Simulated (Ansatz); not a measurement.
Crystal: TiCo.

```
Co Ti
1.0
     2.98611    0.00000    0.00000
     0.00000    2.98611    0.00000
     0.00000    0.00000    2.98611
Co Ti
1 1
Direct
  0.50000 0.50000 0.50000
  0.00000 0.00000 0.00000
```

The cell comes from a database or a generator and needn't be the stable form of this composition.

Program: Ansatz 0.2.0. Alike in all runs: task band structure; potentials or basis all-electron LAPW, scalar-relativistic; spin collinear, ferromagnetic start; cell as given; k mesh 9 × 9 × 9; smearing fermi-dirac 0.05 eV; basis error allowed 0.001 eV/atom.

Order these runs on this cell by their pressure, lowest first.
A. level LDA; cutoff (eV) 278
B. level PBE; cutoff (eV) 279
C. level PBEsol; cutoff (eV) 279

A (-14.7 GPa), C (-8.1 GPa), B (-0.5 GPa).
